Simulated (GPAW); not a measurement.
# Ni (Fm-3m) in GPAW: a series of runs, part 2 of 2

GPAW 26.7.0. Earlier steps stand in the parts before.

## (5) Equation of state, PBEsol+D3, collinear spin, ferromagnetic start

Contents of run.py:

```python
from ase.calculators.mixing import SumCalculator
from ase.eos import EquationOfState
from ase.io import Trajectory, read
from ase.units import GPa
from dftd3.ase import DFTD3
from gpaw import GPAW, PW, setup_paths

setup_paths.insert(0, '.')

atoms = read('Ni.cif')
atoms.set_initial_magnetic_moments([1.0])

traj = Trajectory('eos.traj', 'w')
volumes, energies = [], []
for x in [0.94, 0.96, 0.98, 1.0, 1.02, 1.04, 1.06]:
    a = atoms.copy()
    a.set_cell(atoms.cell * x**(1 / 3), scale_atoms=True)
    calc = GPAW(mode=PW(600),
                xc='PBEsol',
                kpts={'size': (11, 11, 11), 'gamma': True},
                occupations={'name': 'fermi-dirac', 'width': 0.05},
                nbands=17,
                convergence={'density': 1e-05, 'energy': 1e-05},
                maxiter=150,
                txt=f'eos-{x:.2f}.txt')
    a.calc = SumCalculator([calc, DFTD3(method='pbesol', damping='d3zero')])
    energies.append(a.get_potential_energy())
    volumes.append(a.get_volume())
    p = -a.get_stress()[:3].mean() / GPa
    calc.write(f'eos-{x:.2f}.gpw')
    traj.write(a)
    print(f'{x:.2f} {volumes[-1]:10.4f} A^3 {energies[-1]:14.6f} eV {p:9.3f} GPa', flush=True)

v0, e0, B = EquationOfState(volumes, energies, eos='birchmurnaghan').fit()
print(f'V0 = {v0:.4f} A^3, E0 = {e0:.6f} eV, B0 = {B / GPa:.2f} GPa')
```

Contents of Ni.cif:

```cif
data_Ni
_cell_length_a 2.45729921
_cell_length_b 2.45729921
_cell_length_c 2.45729921
_cell_angle_alpha 60.00000000
_cell_angle_beta 60.00000000
_cell_angle_gamma 60.00000000
_space_group_name_H-M_alt 'P1'
_space_group_name_Hall 'P 1'
_space_group_IT_number 1
loop_
_space_group_symop_operation_xyz
'x,y,z'
loop_
_atom_site_label
_atom_site_type_symbol
_atom_site_symmetry_multiplicity
_atom_site_Wyckoff_symbol
_atom_site_fract_x
_atom_site_fract_y
_atom_site_fract_z
_atom_site_occupancy
Ni1 Ni 1 a 0.0000000000 0.0000000000 0.0000000000 1
```

Potentials or basis: PAW data sets generated in the run's folder for this functional, pw.

Run with:

```console
$ gpaw-setup -f PBEsol Ni
$ OMP_NUM_THREADS=1 python run.py
```

Output:

```text
__  _  _
 | _ |_)|_||  |
 |__||  | ||/\| - 26.7.0

Input parameters:
  mode=PW(ecut=600.0),
  convergence={'density': 1e-05, 'energy': 1e-05},
  kpts=MonkhorstPack(size=(11, 11, 11), gamma=True),
  maxiter=150,
  nbands=17,
  occupations=Occupations(name='fermi-dirac', width=0.05),
  xc=XC(name='PBEsol')

Diagonalizing LCAO Hamiltonian
Converting LCAO to pw mode

       Ni

Atoms  # Å, Bohr magnetons
|   | symbol |        x |        y |        z |    initial magnetic moments |
|---|--------|----------|----------|----------|-----------------------------|
| 0 |     Ni | 0.000000 | 0.000000 | 0.000000 | ( 0.0000,  0.0000,  1.0000) |

Unit cell  # Å
| periodic |        x |        y |        z |  lengths |    angles |
|----------|----------|----------|----------|----------|-----------|
|      yes | 2.407136 | 0.000000 | 0.000000 | 2.407136 | 60.000000 |
|      yes | 1.203568 | 2.084641 | 0.000000 | 2.407136 | 60.000000 |
|      yes | 1.203568 | 0.694880 | 1.965418 | 2.407136 | 60.000000 |

Number of symmetries: 48
Symmetry operations  # r_c * U_cc + t_c -> r_c
|    | kind |            matrix            |
|----|------|------------------------------|
|  0 |  σ   |  1, 0, 0,  1, 0,-1,  1,-1, 0 |
|  1 |  C2  |  1, 0, 0,  1,-1, 0,  1, 0,-1 |
|  2 |  E   |  1, 0, 0,  0, 1, 0,  0, 0, 1 |
|  3 |  σ   |  1, 0, 0,  0, 0, 1,  0, 1, 0 |
|  4 |  C4  |  1, 0,-1,  1, 0, 0,  1,-1, 0 |
|  5 |  S6  |  1, 0,-1,  1,-1, 0,  1, 0, 0 |
|  6 |  σ   |  1, 0,-1,  0, 1,-1,  0, 0,-1 |
|  7 |  C3  |  1, 0,-1,  0, 0,-1,  0, 1,-1 |
|  8 |  S6  |  1,-1, 0,  1, 0, 0,  1, 0,-1 |
|  9 |  C4  |  1,-1, 0,  1, 0,-1,  1, 0, 0 |
| 10 |  C3  |  1,-1, 0,  0,-1, 1,  0,-1, 0 |
| 11 |  σ   |  1,-1, 0,  0,-1, 0,  0,-1, 1 |
| 12 |  σ   |  0, 1, 0,  1, 0, 0,  0, 0, 1 |
| 13 |  C4  |  0, 1, 0,  0, 1,-1, -1, 1, 0 |
| 14 |  C3  |  0, 1, 0,  0, 0, 1,  1, 0, 0 |
| 15 |  S6  |  0, 1, 0, -1, 1, 0,  0, 1,-1 |
| 16 |  C2  |  0, 1,-1,  1, 0,-1,  0, 0,-1 |
| 17 |  σ   |  0, 1,-1,  0, 1, 0, -1, 1, 0 |
| 18 |  S4  |  0, 1,-1,  0, 0,-1,  1, 0,-1 |
| 19 |  C4  |  0, 1,-1, -1, 1, 0,  0, 1, 0 |
| 20 |  C3  |  0, 0, 1,  1, 0, 0,  0, 1, 0 |
| 21 |  σ   |  0, 0, 1,  0, 1, 0,  1, 0, 0 |
| 22 |  S6  |  0, 0, 1,  0,-1, 1, -1, 0, 1 |
| 23 |  C4  |  0, 0, 1, -1, 0, 1,  0,-1, 1 |
| 24 |  S4  |  0, 0,-1,  1, 0,-1,  0, 1,-1 |
| 25 |  C3  |  0, 0,-1,  0, 1,-1,  1, 0,-1 |
| 26 |  C2  |  0, 0,-1,  0,-1, 0, -1, 0, 0 |
| 27 |  S6  |  0, 0,-1, -1, 0, 0,  0,-1, 0 |
| 28 |  S4  |  0,-1, 1,  1,-1, 0,  0,-1, 0 |
| 29 |  C4  |  0,-1, 1,  0, 0, 1, -1, 0, 1 |
[... 87 lines left out ...]
    |    d |        |      18.310 |    1.138 |

    Using partial waves for Ni as LCAO basis

Reference energy: -41332.588830  # eV

eigensolver:
  PPCG
  Converge bands: occupied
  niter=2

density mixing:
  MSR1-Mixer
  Pratt-step length: 0.05
  Maximum mixing coefficient: 0.75
  Old densities: 10
  SVD Regularization: 0.005
  Good broyden scale: 1.0
  Trust region scale: 1.0
  Backstep threshold: 4.0
  History deletion threshold: 6.0
  Fourier metric: weight=20.0, sigma=0.015

occupation numbers:
  Fermi-Dirac:
    width: 0.0500  # eV

poisson solver:
  ecut: 4800.0  # eV

xc functional:
  name: PBEsol with 2 nearest neighbor stencil

convergence criteria:
- Maximum integral of absolute [dens]ity change: 1e-05 electrons / valence electron
- Maximum [total energy] change in last 3 cyles: 1e-05 eV / valence electron
- Maximum integral of absolute [eigenst]ate change: 4e-08 eV^2 / valence electron
maximum number of iterations: 150

SCF iterations
|iter     | |      energy | eigst |  dens |  magmom |
|---------|-|-------------|-------|-------|---------|
|iter:   1| |   -7.763117 | -0.02 |       |  +1.0008|
|iter:   2| |   -7.776472 | -3.22 | -1.48 |  +0.9828|
|iter:   3| |   -7.907057 | -2.49 | -1.50 |  +0.6899|
|iter:   4| |   -7.916553 | -3.28 | -2.06 |  +0.5689|
|iter:   5| |   -7.916630 | -5.26 | -3.07 |  +0.5707|
|iter:   6| |   -7.916618c| -6.16 | -3.27 |  +0.5731|
|iter:   7| |   -7.916629c| -7.62c| -3.71 |  +0.5703|
|iter:   8| |   -7.916627c| -7.78c| -3.82 |  +0.5711|
|iter:   9| |   -7.916627c| -8.68c| -4.44 |  +0.5713|
|iter:  10| |   -7.916627c| -8.38c| -5.00c|  +0.5713|

Converged in 10 steps
Energy contributions relative to reference atoms: (reference = -41332.588830)

Energy contributions:
  Kinetic:           8.586883
  Coulomb:          -5.921696
  Zero:              0.058591
  External:          0.000000
  Xc:              -10.634589
  Entropy:          -0.011633
  Spinorbit:         0.000000
  ----------------------------
  Free energy:      -7.922444
  Extrapolated:     -7.916627

dipole moment: (-9.920356, -5.727520, -4.049968)  # |e|*Ang

Total magnetic moment: (0.000000, 0.000000, 0.571268)

Local magnetic moments
|        x |        y |        z |
|----------|----------|----------|
| 0.000000 | 0.000000 | 0.600348 |  # Ni   0

Fermi level: 9.746
Eigenvalues  # (at kpt = [0.000, 0.000, 0.000])
| band index |      eig [eV] | occ [0-1] |      eig [eV] | occ [0-1] |
|------------|---------------|-----------|---------------|-----------|
|          0 |       -54.159 |     1.000 |       -53.412 |     1.000 |
|          1 |       -54.159 |     1.000 |       -53.412 |     1.000 |
|          2 |       -54.159 |     1.000 |       -53.412 |     1.000 |
|          3 |        -0.204 |     1.000 |        -0.222 |     1.000 |
|          4 |         7.020 |     1.000 |         7.690 |     1.000 |
|          5 |         7.020 |     1.000 |         7.690 |     1.000 |
[... 9 lines left out ...]
|         15 |        41.484 |     0.000 |        41.628 |     0.000 |
|         16 |        44.721 |     0.000 |        44.606 |     0.000 |

No gap
No difference between direct/indirect transitions

Stress tensor  # eV/Ang^3
|         x |         y |         z |
|-----------|-----------|-----------|
| -0.108267 |  0.000000 |  0.000000 |
|  0.000000 | -0.108267 |  0.000000 |
|  0.000000 |  0.000000 | -0.108267 |

# Writing to eos-0.94.gpw (mode='')
```

Run time: 1.9 min. Hardware: 1 thread of Arm Neoverse V1, shared host; peak memory 0.19 GiB.

Results:

| Item | Value |
| --- | --- |
| Equilibrium volume | 10.23 Å³/atom |
| Bulk modulus | 252 GPa |
| Pressure derivative of the bulk modulus | 5.1 |

Energy against volume, from the lowest point:
```
volume (Å³/atom)  energy (meV/atom)
           9.862              10.73
          10.072               1.66
          10.282               0.00
          10.492               4.89
          10.702              15.57
          10.912              31.37
          11.122              51.63
```

## (6) Summary

| level | potentials or basis | eigensolver | V0 of scaled cells (Å³/atom) | B0 (GPa) |
| --- | --- | --- | --- | --- |
| RPBE+D3(BJ) | the program's PAW data sets (release 1.2.1) made for this functional, pw | - | - | - |
| OLYP+D3 | PAW data sets generated in the run's folder for this functional, pw | davidson | 10.04 | 239 |
| PBEsol+D4 | PAW data sets generated in the run's folder for this functional, pw | - | 10.35 | 247 |
| PBEsol+D3 | PAW data sets generated in the run's folder for this functional, pw | - | 10.23 | 252 |

Alike in all rows: task equation of state; spin collinear, ferromagnetic start; cell as given; k mesh 11 × 11 × 11; cutoff (eV) 600; smearing fermi-dirac 0.05 eV.

Caveats: the minimum lies outside the volumes run (some runs).

Absolute energies hang on the potentials; compare differences alone.
